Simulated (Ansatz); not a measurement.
Input and command of a plane-wave DFT calculation in Ansatz:

```yaml
crystal:
  lattice:
    - [2.2085012539, 1.2750787934, 9.94667]
    - [-2.2085012539, 1.2750787934, 9.94667]
    - [0.0, -2.5501575869, 9.94667]
  atoms:
    - { symbol: Bi, position: [0.812, 0.812, 0.812] }
    - { symbol: Bi, position: [0.402, 0.402, 0.402] }
    - { symbol: Te, position: [0.611, 0.611, 0.611] }
    - { symbol: Te, position: [0.2, 0.2, 0.2] }
    - { symbol: Te, position: [0.0, 0.0, 0.0] }
basis:
  ecutwfc: 420
kpoints:
  mp_grid: { grid: [3, 3, 3] }
hamiltonian:
  xc: pbesol
scf:
  occupations: { method: gaussian, width: 0.1 }
output:
  forces: true
  stress: true
  eigenvalues: true
```

```bash
ansatz run input.yaml --threads 1 --pin off --max-ram 2560MiB --backend cpu --events-out ev --progress --plain --runs-dir out
```

Processor: Oxide Virtual Turin-like Processor (Zen 5), 1 thread, on a host shared with other jobs.

Task: How long does it run, and how much memory does it take?

Result: About 3.5 s on 1 thread of Oxide Virtual Turin-like Processor (Zen 5), with other jobs on the host, peak memory 0.42 GiB. It solves 47 bands at 6 k points (the mesh reduced by symmetry) with about 3279 plane waves, in 7 SCF iterations.
